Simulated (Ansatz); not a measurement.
Band table of AlP (zincblende type)

```yaml
crystal:
  lattice:
    - [0.00000, 2.45132, 2.45132]
    - [2.45132, 0.00000, 2.45132]
    - [2.45132, 2.45132, 0.00000]
  atoms:
    - { symbol: Al, position: [0.00000, 0.00000, 0.00000] }
    - { symbol: P, position: [0.25000, 0.25000, 0.25000] }
```

The cell comes from a relaxation on PAW files under the same functional, begun from a prototype that needn't be the stable phase.

All numbers are PBEsol results (scalar-relativistic) from Ansatz 0.2.0, with a Γ-centred 14×14×14 k mesh, Fermi–Dirac smearing of 0.1 eV, no spin polarisation. Methods: LAPW: all electrons, basis error target 1 meV/atom.

This run: volume at 0.72 of the series' base cell.

The structure type is held throughout; the real material can change phase at far lower pressure.

Path points, in fractions of the reciprocal vectors: Γ (0.000, 0.000, 0.000), X (-0.500, -0.500, 0.000), U (-0.375, -0.375, 0.250), K (-0.375, 0.000, 0.375), L (0.000, 0.000, 0.500), W (-0.500, -0.250, 0.250). The distance column jumps between branches of the path. Levels in eV from the valence-band top; bands 9 to 14, counted from the lowest band of the run. The gap is 0.61 eV, the pressure 54.5 GPa.

```
# k(1/Å) point b9 b10 b11 b12 b13 b14
0.000 Γ -13.72 0.00 0.00 0.00 4.89 4.89
0.160 - -13.64 -0.31 -0.20 -0.20 4.67 5.19
0.320 - -13.39 -1.08 -0.69 -0.69 4.15 5.98
0.481 - -13.00 -2.07 -1.26 -1.26 3.47 5.08
0.641 - -12.45 -3.14 -1.80 -1.80 2.72 3.83
0.801 - -11.79 -4.26 -2.25 -2.25 1.91 2.98
0.961 - -11.05 -5.34 -2.59 -2.59 1.21 2.46
1.121 - -10.36 -6.25 -2.79 -2.79 0.76 2.17
1.282 X -10.03 -6.66 -2.86 -2.86 0.61 2.08
1.338 - -10.03 -6.65 -2.94 -2.85 0.67 2.13
1.395 - -10.03 -6.62 -3.16 -2.83 0.82 2.31
1.452 - -10.02 -6.57 -3.46 -2.79 1.00 2.62
1.508 - -10.01 -6.51 -3.80 -2.73 1.18 3.05
1.565 - -10.00 -6.43 -4.15 -2.66 1.34 3.57
1.621 - -10.00 -6.34 -4.48 -2.57 1.51 4.16
1.678 - -10.02 -6.25 -4.76 -2.47 1.67 4.79
1.735 U -10.05 -6.16 -4.98 -2.36 1.85 5.43
2.520 K -10.05 -6.16 -4.98 -2.36 1.85 5.43
2.689 - -10.34 -5.98 -5.05 -1.94 2.47 7.08
2.859 - -10.91 -5.70 -4.47 -1.44 3.23 7.25
3.029 - -11.63 -5.04 -3.66 -0.93 4.08 6.53
3.199 - -12.32 -4.10 -2.73 -0.50 4.93 5.93
3.369 - -12.91 -2.95 -1.76 -0.20 5.38 5.49
3.539 - -13.35 -1.69 -0.88 -0.05 5.06 5.22
3.709 - -13.63 -0.54 -0.24 -0.01 4.91 4.97
3.879 Γ -13.72 0.00 0.00 0.00 4.89 4.89
4.018 - -13.66 -0.43 -0.05 -0.05 4.92 5.00
4.156 - -13.48 -1.44 -0.20 -0.20 4.82 5.27
4.295 - -13.18 -2.67 -0.38 -0.38 4.61 5.50
4.434 - -12.77 -3.93 -0.57 -0.57 4.39 5.45
4.573 - -12.28 -5.14 -0.73 -0.73 4.19 5.19
4.711 - -11.76 -6.19 -0.85 -0.85 4.04 4.92
4.850 - -11.29 -6.98 -0.93 -0.93 3.95 4.73
4.989 L -11.08 -7.30 -0.95 -0.95 3.92 4.67
5.102 - -11.05 -7.26 -1.22 -1.03 4.11 4.54
5.215 - -10.95 -7.14 -1.86 -1.24 4.17 4.48
5.329 - -10.80 -6.95 -2.64 -1.61 3.94 4.72
5.442 - -10.60 -6.70 -3.41 -2.10 3.83 5.01
5.555 - -10.37 -6.40 -4.09 -2.67 3.86 5.37
5.668 - -10.14 -6.10 -4.58 -3.26 3.99 5.76
5.782 - -9.97 -5.91 -4.74 -3.81 4.15 6.11
5.895 W -9.90 -5.88 -4.65 -4.12 4.22 6.22
5.975 - -9.91 -5.94 -4.57 -4.08 3.98 5.75
6.055 - -9.92 -6.07 -4.35 -3.98 3.44 5.00
6.135 - -9.95 -6.23 -4.05 -3.81 2.79 4.26
6.215 - -9.97 -6.37 -3.73 -3.60 2.15 3.58
6.295 - -10.00 -6.49 -3.41 -3.35 1.56 2.98
6.376 - -10.02 -6.58 -3.13 -3.12 1.07 2.50
6.456 - -10.03 -6.64 -2.93 -2.93 0.73 2.19
6.536 X -10.03 -6.66 -2.86 -2.86 0.61 2.08
```
